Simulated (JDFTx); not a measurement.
SiC (Moissanite 3C):

```xyz
2
Lattice="0.0000 2.1790 2.1790 2.1790 0.0000 2.1790 2.1790 2.1790 0.0000" Properties=species:S:1:pos:R:3 pbc="T T T"
Si    0.0000    0.0000    0.0000
C     3.2685    3.2685    3.2685
```

| Property | Result |
| --- | --- |
| Program | JDFTx 1.7.0 (patched build) |
| Task | single point |
| Functional | PBE |
| Potentials or basis | PseudoDojo-SR-PBE-0.5-standard |
| Cutoff | 1116 eV |
| Density cutoff | 4463 eV |
| k mesh | 10 × 10 × 10 |
| Occupations | fermi-dirac, width 0.05 eV |
| Spin | no spin polarisation |

On this cell: pressure 3.2 GPa; largest force zero by symmetry; band gap on the k mesh 1.36 eV, indirect (least direct gap 4.55 eV).

The same run follows on a disturbed copy (atoms moved at random, drawn with an rms of 0.05 Å):

```
CELL_PARAMETERS angstrom
0.00000 2.17900 2.17900
2.17900 0.00000 2.17900
2.17900 2.17900 0.00000
ATOMIC_POSITIONS crystal
Si 0.02300 0.97553 0.99719
C 0.78305 0.74500 0.74190
```

Task: What does the disturbed cell give?

Result: The energy moves by +25.9 meV/atom; pressure 3.9 GPa; largest force 1.461 eV/Å; band gap on the k mesh 1.04 eV, indirect (least direct gap 4.39 eV).

Forces on the atoms (eV/Å):
```
Si   0.650  0.342  1.263
C   -0.650 -0.342 -1.263
```

Stress tensor (GPa, compression positive):
```
4.00 4.36 1.30
4.36 4.16 2.27
1.30 2.27 3.40
```

Caveats: the empty levels aren't tightly converged; forces may be off by hundredths of an eV/Å (some runs).

A k mesh can miss the band edges.
